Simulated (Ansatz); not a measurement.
## Density of states of H

```
H
1.0
    -0.90518    0.90518    0.90518
     0.90518   -0.90518    0.90518
     0.90518    0.90518   -0.90518
H
1
Direct
  0.00000 0.00000 0.00000
```

The cell was built from the bcc type and relaxed in the same program, and has space group Im-3m; it needn't be a known or the stable phase.

Computed with DFT, PBE, all-electron LAPW, scalar-relativistic (Ansatz 0.2.0).

The runs use a Γ-centred 20×20×20 k mesh, Fermi–Dirac smearing of 0.05 eV, basis error target 0.5 meV/atom, no spin polarisation.

States per eV and cell, averaged over 0.4 eV, from -9.8 to 6.0 eV, with energies (bin centres) from the Fermi level; empty bins are left out. 

| E (eV) | total |
| --- | --- |
| -9.7 | 0.06 |
| -9.3 | 0.06 |
| -8.9 | 0.06 |
| -8.5 | 0.06 |
| -8.1 | 0.06 |
| -7.7 | 0.06 |
| -7.3 | 0.07 |
| -6.9 | 0.07 |
| -6.5 | 0.07 |
| -6.1 | 0.07 |
| -5.7 | 0.07 |
| -5.3 | 0.07 |
| -4.9 | 0.08 |
| -4.5 | 0.08 |
| -4.1 | 0.08 |
| -3.7 | 0.08 |
| -3.3 | 0.08 |
| -2.9 | 0.08 |
| -2.5 | 0.09 |
| -2.1 | 0.09 |
| -1.7 | 0.09 |
| -1.3 | 0.09 |
| -0.9 | 0.10 |
| -0.5 | 0.10 |
| -0.1 | 0.10 |
| 0.3 | 0.10 |
| 0.7 | 0.11 |
| 1.1 | 0.11 |
| 1.5 | 0.12 |
| 1.9 | 0.14 |
| 2.3 | 0.15 |
| 2.7 | 0.15 |
| 3.1 | 0.14 |
| 3.5 | 0.13 |
| 3.9 | 0.13 |
| 4.3 | 0.13 |
| 4.7 | 0.12 |
| 5.1 | 0.12 |
| 5.5 | 0.11 |
| 5.9 | 0.11 |
